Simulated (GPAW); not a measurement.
C:

```
C
1.0
     0.00000    1.78337    1.78337
     1.78337    0.00000    1.78337
     1.78337    1.78337    0.00000
C
2
Direct
  0.75000 0.75000 0.75000
  0.50000 0.50000 0.50000
```

This isn't the form of C at room conditions, which is graphite.

```yaml
Program: GPAW 26.7.0
Task: relaxation of cell and atoms
Functional: BLYP
Potentials_or_basis: PAW data sets generated in the run's folder for this functional
Cutoff: 800 eV
Basis: pw
k_mesh: 13 × 13 × 13
Occupations: fermi-dirac, width 0.05 eV
Spin: no spin polarisation
```

At the start: pressure 10.6 GPa; volume 5.67 Å³/atom.

Question: Where does the relaxation end?

Answer: Over 3 steps the energy falls by 5.3 meV/atom and the volume is 5.81 Å³/atom (+2.5 %); space group Fd-3m (No. 227, to 0.05 Å).

Step by step:
```tsv
step	energy change (eV)	largest force (eV/Å)	pressure (GPa)	volume (Å³)
1	0.0000	0.0000	10.60	11.34
2	-0.0056	0.0000	7.04	11.44
3	-0.0107	0.0000	0.15	11.62
```

Final structure:
```
C
1.0
     0.00000    1.79791    1.79791
     1.79791    0.00000    1.79791
     1.79791    1.79791    0.00000
C
2
Direct
  0.75000 0.75000 0.75000
  0.50000 0.50000 0.50000
```

The cell as given is a measured one (5.67 Å³/atom); BLYP puts the equilibrium volume +2.5 % from it, thermal expansion not counted.

Caveat: later steps reuse the first step's grids.
